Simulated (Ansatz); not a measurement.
**WSe2: random displacements**

All numbers below come from DFT r2SCAN, scalar-relativistic, plane waves, PAW in Ansatz. Settings: plane waves to 500 eV, k-mesh 12×12×2 (Γ-centred), Gaussian smearing 0.05 eV. Spin–orbit coupling is left out, which matters for the heavy elements here. No spin polarisation. Energies are free energies at this smearing, counted from the undisturbed cell; pressure is positive in compression.

The undisturbed cell (relaxed at this level; this form isn't the usual structure):

```
CELL_PARAMETERS angstrom
3.31436 0.00000 0.00000
-1.65718 2.87032 0.00000
0.00000 0.00000 16.65868
ATOMIC_POSITIONS crystal
W 0.00000 0.00000 0.00000
Se 0.33333 0.66667 0.09970
Se 0.33333 0.66667 0.90030
```

The cell holds layers and no dispersion correction was added, so their binding is poorly described.

The atoms are displaced (Å, in the unstrained cell):

```tsv
atom	ux	uy	uz
W1	-0.093	0.063	0.127
Se2	0.305	0.011	-0.117
Se3	-0.212	-0.073	-0.010
```

The cell is not strained.

Q: What are the energy change, the stress and the forces?

A: ΔE = 638.7 meV/atom; stress (xx, yy, zz, yz, xz, xy; compression positive) (3.90, 5.35, 8.53, -3.84, -8.90, 4.61) GPa; gap on the mesh 0.90 eV.
| atom | Fx (eV/Å) | Fy | Fz |
| --- | --- | --- | --- |
| W1 | 5.39 | 0.50 | -8.39 |
| Se2 | -5.76 | -1.46 | 7.32 |
| Se3 | 0.36 | 0.96 | 1.07 |

Cost: 1 run of about 2.5 core-minutes, on Arm Neoverse V2 (shared hosts).